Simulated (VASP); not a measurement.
# Ge2Sb2Te5 (P-3m1) in VASP: settings compared

Aim: see how the results for Ge2Sb2Te5 move with the level of theory and the settings. Levels: LDA, PBE. Tasks: relaxation of cell and atoms.

All numbers are computed with VASP 6.6.1; they aren't measurements. Logs are shortened: lines on timing, memory, paths and dates and some standing lists are left out, and cuts for length are marked.

**1. The structure**

The structure is trigonal, space group P-3m1 (No. 164). Conventional cell: a = 4.201 Å, b = 4.201 Å, c = 16.669 Å, α = 90.00°, β = 90.00°, γ = 120.00°. Around Ge (site symmetry 3m) lie 6 Te at 2.93 to 2.95 Å. Sb (site symmetry 3m) is surrounded by 6 Te at 2.97 to 3.14 Å. Te (site symmetry -3m) has 6 Ge at 2.95 Å as nearest neighbours. Te (site symmetry 3m) is surrounded by 3 Ge at 2.93 Å and 3 Sb at 3.14 Å. Te (site symmetry 3m) has 3 Sb at 2.97 Å as nearest neighbours.

The cell comes from a database or a generator and needn't be the stable form of this composition.

**2. Relaxation of cell and atoms, LDA**

Input file INCAR:

```
SYSTEM = Ge2Sb2Te5
ALGO = Normal
EDIFF = 1E-7
EDIFFG = -0.005
ENCUT = 600
IBRION = 2
ISIF = 3
ISMEAR = 0
KPAR = 2
LASPH = .TRUE.
LCHARG = .FALSE.
LREAL = .FALSE.
LWAVE = .FALSE.
NELM = 80
NSW = 90
PREC = Accurate
SIGMA = 0.03
```

Input file KPOINTS:

```
k-points
0
G
  9 9 2
  0 0 0
```

Input file POSCAR:

```
Ge2Sb2Te5                               
1.0
    4.2009101201     -0.0000000000     -0.0000000000
   -2.1004550600      3.6380948830     -0.0000000000
   -0.0000000000      0.0000000000     16.6689910790
  Ge              Sb              Te            
     2     2     5
Direct
     0.3333333300000021    0.6666666699999979    0.8991104501788796
     0.6666666699999979    0.3333333300000021    0.1008895498211206
     0.0000000000000000    0.0000000000000000    0.6813190484797501
     0.0000000000000000    0.0000000000000000    0.3186809515202502
     0.0000000000000000    1.0000000000000000    0.0000000000000000
     0.6666666699999979    0.3333333300000021    0.8005291327261853
     0.3333333300000021    0.6666666699999979    0.1994708672738146
     0.3333333300000021    0.6666666699999979    0.5780254158072206
     0.6666666699999979    0.3333333300000021    0.4219745841927792
```

Potentials or basis: VASP PAW LDA potentials, release 64 (Ge_d, Sb, Te).

Started as:

```sh
$ cat potpaw_LDA.64/Ge_d/POTCAR potpaw_LDA.64/Sb/POTCAR potpaw_LDA.64/Te/POTCAR > POTCAR
$ mpirun -np 2 vasp_std > vasp.out
```

OUTCAR:

```text
SYSTEM = Ge2Sb2Te5
   EDIFF = 1E-7
   EDIFFG = -0.005
   ENCUT = 600
   IBRION = 2
   ISIF = 3
   ISMEAR = 0
   LASPH = .TRUE.
   LREAL = .FALSE.
   NELM = 80
   NSW = 90
   PREC = Accurate

 ion  position               nearest neighbor table
   1  0.333  0.667  0.899-   6 2.93   6 2.93   6 2.93   5 2.95   5 2.95   5 2.95
   2  0.667  0.333  0.101-   7 2.93   7 2.93   7 2.93   5 2.95   5 2.95   5 2.95
   3  0.000  0.000  0.681-   8 2.97   8 2.97   8 2.97   6 3.14   6 3.14   6 3.14
   4  0.000  0.000  0.319-   9 2.97   9 2.97   9 2.97   7 3.14   7 3.14   7 3.14
   5  0.000  0.000  0.000-   1 2.95   2 2.95   1 2.95   2 2.95   2 2.95   1 2.95
   6  0.667  0.333  0.801-   1 2.93   1 2.93   1 2.93   3 3.14   3 3.14   3 3.14
   7  0.333  0.667  0.199-   2 2.93   2 2.93   2 2.93   4 3.14   4 3.14   4 3.14
   8  0.333  0.667  0.578-   3 2.97   3 2.97   3 2.97   9 3.56   9 3.56   9 3.56
   9  0.667  0.333  0.422-   4 2.97   4 2.97   4 2.97   8 3.56   8 3.56   8 3.56

  LATTYP: Found a hexagonal cell.
 ALAT       =     4.2009101201
 C/A-ratio  =     3.9679475643

  Lattice vectors:

 A1 = (   4.2009101201,   0.0000000000,   0.0000000000)
 A2 = (  -2.1004550600,   3.6380948830,   0.0000000000)
 A3 = (   0.0000000000,   0.0000000000,  16.6689910790)

Analysis of symmetry for initial positions (statically):
=====================================================================
 Subroutine PRICEL returns:
 Original cell was already a primitive cell.

 Routine SETGRP: Setting up the symmetry group for a
 hexagonal supercell.

 Subroutine GETGRP returns: Found 12 space group operations
 (whereof 12 operations were pure point group operations)
 out of a pool of 24 trial point group operations.

The static configuration has the point symmetry D_3d.

Analysis of symmetry for dynamics (positions and initial velocities):
=====================================================================
 Subroutine PRICEL returns:
 Original cell was already a primitive cell.

 Routine SETGRP: Setting up the symmetry group for a
 hexagonal supercell.

 Subroutine GETGRP returns: Found 12 space group operations
 (whereof 12 operations were pure point group operations)
 out of a pool of 24 trial point group operations.

The dynamic configuration has the point symmetry D_3d.

 Subroutine INISYM returns: Found 12 space group operations
 (whereof 12 operations are pure point group operations),
 and found     1 'primitive' translations

----------------------------------------------------------------------------------------

                                     Primitive cell

  volume of cell :     254.7574

  direct lattice vectors                    reciprocal lattice vectors
     4.200910120  0.000000000  0.000000000     0.238043655  0.137434568  0.000000000
    -2.100455060  3.638094883  0.000000000     0.000000000  0.274869137  0.000000000
     0.000000000  0.000000000 16.668991079     0.000000000  0.000000000  0.059991633

  length of vectors
     4.200910120  4.200910120 16.668991079     0.274869137  0.274869137  0.059991633

  position of ions in fractional coordinates (direct lattice)
     0.333333330  0.666666670  0.899110450
     0.666666670  0.333333330  0.100889550
     0.000000000  0.000000000  0.681319048
     0.000000000  0.000000000  0.318680952
     0.000000000  0.000000000  0.000000000
     0.666666670  0.333333330  0.800529133
     0.333333330  0.666666670  0.199470867
     0.333333330  0.666666670  0.578025416
     0.666666670  0.333333330  0.421974584

  ion indices of the primitive-cell ions
   primitive index   ion index
                 1           1
                 2           2
                 3           3
                 4           4
                 5           5
                 6           6
                 7           7
                 8           8
                 9           9

----------------------------------------------------------------------------------------

 KPOINTS: k-points

Automatic generation of k-mesh.
 Grid dimensions read from file:
[... 47 lines left out ...]
   IMIX   =      4    mixing-type and parameters
     AMIX     =   0.40;   BMIX     =  1.00
     AMIX_MAG =   1.60;   BMIX_MAG =  1.00
  volume/ion in A,a.u.               =      28.31       191.02
  Fermi-wavevector in a.u.,A,eV,Ry     =   1.054069  1.991901 15.116899  1.111061
  Thomas-Fermi vector in A             =   2.189215
   LORBIT       =      0    0 simple, 1 ext, 2 COOP (PROOUT), +10 PAW based schemes
   GGA     = CA    functional components
   LHFCALC =     F    Hartree Fock is set to
   AEXX    =    0.0000 exact exchange contribution
   IVDW    =     0    specifies the selected vdW correction
   LEPSILON=     F    determine dielectric tensor
   LRPA    =     F    only Hartree local field effects (RPA)
 conjugate gradient relaxation of ions
 non-spin polarized calculation
 Gauss-broadening in eV      SIGMA  =   0.03
  energy-cutoff  :      600.00
  volume of cell :      254.76
 maximum number of plane-waves:      8581
 NGX is ok and might be reduce to    36
   NGX = 17   NGY = 17   NGZ = 67

--------------------------------------- Ionic step        1  -------------------------------------------

 number of electron      67.9999992 magnetization

 Free energy of the ion-electron system (eV)
  ---------------------------------------------------
  ext. energy  EPLUGINS =         0.00000000
  ---------------------------------------------------
  free energy    TOTEN  =       -39.96273535 eV

  energy without entropy =      -39.96248774  energy(sigma->0) =      -39.96261154

------------------------ aborting loop because EDIFF is reached ----------------------------------------

  FORCE on cell =-STRESS in cart. coord.  units (eV):
  Direction    XX          YY          ZZ          XY          YZ          ZX
  --------------------------------------------------------------------------------------
  -------------------------------------------------------------------------------------
  Total       -0.0543412     -0.0543412     -0.0303806     -0.0000000      0.0000000     -0.0000000
  in kB       -0.3417537     -0.3417537     -0.1910649     -0.0000000      0.0000000     -0.0000000
  external PRESSURE =      -0.2915241 kB  Pullay stress =       0.0000000 kB
[... 110 lines left out ...]
  FREE ENERGIE OF THE ION-ELECTRON SYSTEM (eV)
  ---------------------------------------------------
  free  energy   TOTEN  =       -39.9627646525 eV

  energy  without entropy=      -39.9625115898  energy(sigma->0) =      -39.96263812

[... ionic steps 4 to 12 ...]

--------------------------------------- Ionic step       13  -------------------------------------------

 number of electron      67.9999983 magnetization

------------------------ aborting loop because EDIFF is reached ----------------------------------------

  FORCE on cell =-STRESS in cart. coord.  units (eV):
  Direction    XX          YY          ZZ          XY          YZ          ZX
  --------------------------------------------------------------------------------------
  -------------------------------------------------------------------------------------
  Total       -0.0129420     -0.0129420     -0.0147689     -0.0000000      0.0000000     -0.0000000
  in kB       -0.0813789     -0.0813789     -0.0928665     -0.0000000      0.0000000     -0.0000000
  external PRESSURE =      -0.0852081 kB  Pullay stress =       0.0000000 kB
[... 71 lines left out ...]
  energy  without entropy=      -39.9626813940  energy(sigma->0) =      -39.96279359

--------------------------------------- Ionic step       15  -------------------------------------------

 number of electron      67.9999984 magnetization

 Free energy of the ion-electron system (eV)
  ---------------------------------------------------
  ext. energy  EPLUGINS =         0.00000000
  ---------------------------------------------------
  free energy    TOTEN  =       -39.96291537 eV

  energy without entropy =      -39.96269167  energy(sigma->0) =      -39.96280352

 E-fermi :   7.0491     XC(G=0):  -9.9559

 val. band max:        7.0395586037   @ k =   0.0000   0.0000   0.0000
 cond. band min:       7.0698707957   @ k =   0.0000   0.0000   0.0000
 fundamental gap:      0.0303121920
 Fermi energy:         7.0490733191

 k-point     1 :       0.0000    0.0000    0.0000
  band No.  band energies     occupation
      1     -18.1239      2.00000
      2     -18.1239      2.00000
      3     -18.1228      2.00000
      4     -18.1228      2.00000
      5     -18.1148      2.00000
      6     -18.1145      2.00000
[... 1057 lines left out ...]
  FREE ENERGIE OF THE ION-ELECTRON SYSTEM (eV)
  ---------------------------------------------------
  free  energy   TOTEN  =       -39.9629153723 eV

  energy  without entropy=      -39.9626916677  energy(sigma->0) =      -39.96280352

 reached required accuracy - stopping structural energy minimisation
```

It took 18 min on 2 MPI ranks of Intel Xeon Platinum 8488C (Sapphire Rapids), shared host; peak memory 0.54 GiB.

Results:

| Property | Result |
| --- | --- |
| Free energy | -39.9629 eV |
| Relaxed volume | 28.31 Å³/atom |
| Relaxed cell | a = 4.200 Å, b = 4.200 Å, c = 16.682 Å, α = 90.00°, β = 90.00°, γ = 120.00° |
| Space group after relaxing (to 0.05 Å) | P-3m1 (No. 164) |
| Energy gained by relaxing | 0.0 meV/atom |
| Ionic steps | 15 |
| Pressure after relaxing | 0.0 GPa |
| Largest force after relaxing | 0.005 eV/Å |
| Band gap on the k mesh | 0.03 eV, direct |

Forces on the atoms (eV/Å):
```
Ge   0.000  0.000 -0.005
Ge   0.000  0.000  0.005
Sb   0.000  0.000  0.003
Sb   0.000  0.000 -0.003
Te   0.000  0.000  0.000
Te   0.000  0.000 -0.001
Te   0.000  0.000  0.001
Te   0.000  0.000  0.002
Te   0.000  0.000 -0.002
```

Step by step:
```csv
step,energy change (eV),largest force (eV/Å),pressure (GPa),volume (Å³)
1,0.0000,0.0105,-0.03,254.76
2,0.0000,0.0090,0.02,254.57
3,0.0000,0.0090,0.01,254.58
4,0.0000,0.0091,0.02,254.57
5,-0.0001,0.0058,0.01,254.59
6,-0.0001,0.0108,0.00,254.63
7,-0.0001,0.0096,0.01,254.63
8,-0.0001,0.0072,0.01,254.65
9,-0.0001,0.0148,0.02,254.69
10,-0.0002,0.0092,0.02,254.67
11,-0.0002,0.0077,-0.01,254.79
12,-0.0002,0.0076,-0.02,254.81
13,-0.0002,0.0074,-0.01,254.80
14,-0.0002,0.0081,-0.01,254.81
15,-0.0002,0.0046,-0.01,254.80
```

Final structure:
```
Ge Sb Te
1.0
     4.19959    0.00000    0.00000
    -2.09980    3.63696    0.00000
     0.00000    0.00000   16.68197
Ge Sb Te
2 2 5
Direct
  0.33333 0.66667 0.89942
  0.66667 0.33333 0.10058
  0.00000 0.00000 0.68174
  0.00000 0.00000 0.31826
  0.00000 0.00000 0.00000
  0.66667 0.33333 0.80088
  0.33333 0.66667 0.19912
  0.33333 0.66667 0.57848
  0.66667 0.33333 0.42152
```

Levels at points of the mesh, in eV from the valence-band top:
```
           k point  band 32  band 33  band 34  band 35  band 36  band 37
(0.00, 0.00, 0.00)    -1.19    -0.91     0.00     0.03     0.03     0.15
(0.00, 0.00, 0.50)    -1.49    -0.77    -0.20     0.27     0.27     0.40
```

Caveat: spin-orbit coupling is left out, which moves the levels of the heavy elements; an odd mesh through Γ misses points on the zone boundary, where band edges often lie.

**3. Relaxation of cell and atoms, PBE**

This run uses another cell than the first one, of 30.34 Å³/atom, 1.072 times its volume.

Input file INCAR:

```
PREC = Accurate
ENCUT = 300
EDIFF = 1E-6
ISMEAR = 0
SIGMA = 0.03
LREAL = F
LASPH = T
NELM = 80
ALGO = Normal
ISIF = 3
LWAVE = F
LCHARG = F
GGA = PE
IBRION = 2
NSW = 90
EDIFFG = -0.01
KPAR = 2
```

Input file KPOINTS:

```
regular mesh
0
Gamma
  5 5 1
```

Input file POSCAR:

```
Ge2Sb2Te5
1.0
    4.2940644248      0.0000000000      0.0000000000
   -2.1470322124      3.7187688774      0.0000000000
    0.0000000000      0.0000000000     17.1013460000
Ge Sb Te
2 2 5
Direct
    0.3333333300      0.6666666700      0.8971050000
    0.6666666700      0.3333333300      0.1028950000
    0.0000000000      0.0000000000      0.6799320000
    0.0000000000      0.0000000000      0.3200680000
    0.0000000000      0.0000000000      0.0000000000
    0.6666666700      0.3333333300      0.7984580000
    0.3333333300      0.6666666700      0.2015420000
    0.3333333300      0.6666666700      0.5801080000
    0.6666666700      0.3333333300      0.4198920000
```

Potentials or basis: VASP PAW PBE potentials, release 64 (Ge, Sb, Te).

Started as:

```sh
$ cat potpaw_PBE.64/Ge/POTCAR potpaw_PBE.64/Sb/POTCAR potpaw_PBE.64/Te/POTCAR > POTCAR
$ mpirun -np 2 vasp_std > vasp.out
```

It took 2.4 min on 2 MPI ranks of Intel Xeon Platinum 8559C (Emerald Rapids), shared host; peak memory 0.21 GiB.

The run converged. Its results:

| Property | Result |
| --- | --- |
| Free energy | -34.0571 eV |
| Relaxed volume | 31.13 Å³/atom |
| Relaxed cell | a = 4.289 Å, b = 4.289 Å, c = 17.584 Å, α = 90.00°, β = 90.00°, γ = 120.00° |
| Space group after relaxing (to 0.05 Å) | P-3m1 (No. 164) |
| Energy gained by relaxing | 3.9 meV/atom |
| Ionic steps | 20 |
| Pressure after relaxing | 0.0 GPa |
| Largest force after relaxing | 0.009 eV/Å |
| Band gap on the k mesh | 0.57 eV, direct |

Forces on the atoms (eV/Å):
```
Ge   0.000  0.000  0.003
Ge   0.000  0.000 -0.003
Sb   0.000  0.000  0.009
Sb   0.000  0.000 -0.009
Te   0.000  0.000  0.000
Te   0.000  0.000  0.007
Te   0.000  0.000 -0.007
Te   0.000  0.000  0.000
Te   0.000  0.000  0.000
```

The path:
| step | energy change (eV) | largest force (eV/Å) | pressure (GPa) | volume (Å³) |
| --- | --- | --- | --- | --- |
| 1 | 0.0000 | 0.0841 | 0.14 | 273.09 |
| 2 | -0.0022 | 0.0899 | -0.01 | 274.14 |
| 3 | -0.0032 | 0.1019 | -0.18 | 275.20 |
| 4 | -0.0048 | 0.0877 | -0.15 | 275.09 |
| 5 | -0.0086 | 0.0935 | -0.02 | 274.78 |
| 6 | -0.0120 | 0.1696 | 0.23 | 274.14 |
| 7 | -0.0132 | 0.1654 | 0.21 | 274.33 |
| 8 | -0.0163 | 0.1530 | 0.14 | 274.90 |
| 9 | -0.0210 | 0.1289 | 0.02 | 276.04 |
| 10 | -0.0246 | 0.0830 | -0.20 | 278.33 |
| 11 | -0.0280 | 0.0743 | -0.03 | 277.70 |
| 12 | -0.0293 | 0.0680 | 0.11 | 277.16 |
| 13 | -0.0294 | 0.0656 | 0.16 | 276.97 |
| 14 | -0.0314 | 0.0719 | 0.04 | 277.98 |
| 15 | -0.0320 | 0.1004 | -0.06 | 278.84 |
| 16 | -0.0340 | 0.0576 | 0.01 | 279.04 |
| 17 | -0.0350 | 0.0133 | 0.08 | 279.23 |
| 18 | -0.0351 | 0.0077 | 0.11 | 279.30 |
| 19 | -0.0352 | 0.0103 | -0.08 | 280.90 |
| 20 | -0.0354 | 0.0086 | 0.00 | 280.19 |

Final structure:
```cif
data_structure
_symmetry_space_group_name_H-M 'P 1'
_symmetry_Int_Tables_number 1
_cell_length_a 4.2895
_cell_length_b 4.2895
_cell_length_c 17.5835
_cell_angle_alpha 90.000
_cell_angle_beta 90.000
_cell_angle_gamma 120.000
_cell_volume 280.19
loop_
_atom_site_label
_atom_site_type_symbol
_atom_site_fract_x
_atom_site_fract_y
_atom_site_fract_z
_atom_site_occupancy
Ge1 Ge 0.33333 0.66667 0.90071 1
Ge2 Ge 0.66667 0.33333 0.09929 1
Sb1 Sb 0.00000 0.00000 0.68927 1
Sb2 Sb 0.00000 0.00000 0.31072 1
Te1 Te 0.00000 0.00000 0.00000 1
Te2 Te 0.66667 0.33333 0.80574 1
Te3 Te 0.33333 0.66667 0.19426 1
Te4 Te 0.33333 0.66667 0.59248 1
Te5 Te 0.66667 0.33333 0.40752 1
```

Levels at points of the mesh, in eV from the valence-band top:
```tsv
k point	band 20	band 21	band 22	band 23	band 24	band 25	band 26	band 27	band 28	band 29
(0.00, 0.00, 0.00)	-1.05	-1.05	-0.88	-0.61	0.00	0.57	0.60	0.60	1.10	1.10
```

Caveat: spin-orbit coupling is left out, which moves the levels of the heavy elements; an odd mesh through Γ misses points on the zone boundary, where band edges often lie; this functional lacks dispersion, which binds the layers, so the pressure and a relaxed spacing across them are unreliable.

**4. Relaxation of cell and atoms, PBE**

This run uses another cell than the first one, of 31.13 Å³/atom, 1.100 times its volume.

INCAR: that of step 3 with these lines changed.

```diff
@@ -2,3 +2,3 @@
 ENCUT = 300
-EDIFF = 1E-6
+EDIFF = 1E-7
 ISMEAR = 0
@@ -15,3 +15,3 @@
 NSW = 90
-EDIFFG = -0.01
+EDIFFG = -0.005
 KPAR = 2
```

KPOINTS is that of step 3.

Input file POSCAR:

```
Ge2Sb2Te5                               
1.0
    4.2894872621      0.0000000000     -0.0000000000
   -2.1447436311      3.7148049382      0.0000000000
   -0.0000000000     -0.0000000000     17.5835160957
  Ge              Sb              Te            
     2     2     5
Direct
     0.3333333300000021    0.6666666699999979    0.9007060784896502
     0.6666666699999979    0.3333333300000021    0.0992939215103500
     0.0000000000000000    0.0000000000000000    0.6892749766118541
     0.0000000000000000    0.0000000000000000    0.3107250233881458
     0.0000000000000000    0.0000000000000000    0.0000000000000000
     0.6666666699999979    0.3333333300000021    0.8057368810585329
     0.3333333300000021    0.6666666699999979    0.1942631189414672
     0.3333333300000021    0.6666666699999979    0.5924773722223553
     0.6666666699999979    0.3333333300000021    0.4075226277776448
```

Started as:

```sh
$ cat potpaw_PBE.64/Ge/POTCAR potpaw_PBE.64/Sb/POTCAR potpaw_PBE.64/Te/POTCAR > POTCAR
$ mpirun -np 2 vasp_std > vasp.out
```

It took 41 s on 2 MPI ranks of Intel Xeon Platinum 8559C (Emerald Rapids), shared host; peak memory 0.23 GiB.

The run converged. Its results:

```
Free energy                  : -34.0577 eV
Energy gained by relaxing    : 0.0 meV/atom
Ionic steps                  : 3
Pressure after relaxing      : 0.0 GPa
Largest force after relaxing : 0.005 eV/Å
Band gap on the k mesh       : 0.57 eV, direct
```

Forces on the atoms (eV/Å):
```
Ge   0.000  0.000  0.004
Ge   0.000  0.000 -0.004
Sb   0.000  0.000  0.002
Sb   0.000  0.000 -0.002
Te   0.000  0.000  0.000
Te   0.000  0.000  0.005
Te   0.000  0.000 -0.005
Te   0.000  0.000  0.003
Te   0.000  0.000 -0.003
```

Final structure:
```yaml
crystal:
  lattice:
    - [4.29142, 0.00000, 0.00000]
    - [-2.14571, 3.71648, 0.00000]
    - [0.00000, 0.00000, 17.56911]
  atoms:
    - { symbol: Ge, position: [0.33333, 0.66667, 0.90074] }
    - { symbol: Ge, position: [0.66667, 0.33333, 0.09926] }
    - { symbol: Sb, position: [0.00000, 0.00000, 0.68935] }
    - { symbol: Sb, position: [0.00000, 0.00000, 0.31065] }
    - { symbol: Te, position: [0.00000, 0.00000, 0.00000] }
    - { symbol: Te, position: [0.66667, 0.33333, 0.80580] }
    - { symbol: Te, position: [0.33333, 0.66667, 0.19420] }
    - { symbol: Te, position: [0.33333, 0.66667, 0.59248] }
    - { symbol: Te, position: [0.66667, 0.33333, 0.40752] }
```

Levels at points of the mesh, in eV from the valence-band top:
| k point | band 20 | band 21 | band 22 | band 23 | band 24 | band 25 | band 26 | band 27 | band 28 | band 29 |
| --- | --- | --- | --- | --- | --- | --- | --- | --- | --- | --- |
| (0.00, 0.00, 0.00) | -1.05 | -1.05 | -0.88 | -0.60 | 0.00 | 0.57 | 0.60 | 0.60 | 1.10 | 1.10 |

Caveat: spin-orbit coupling is left out, which moves the levels of the heavy elements; an odd mesh through Γ misses points on the zone boundary, where band edges often lie; this functional lacks dispersion, which binds the layers, so the pressure and a relaxed spacing across them are unreliable.
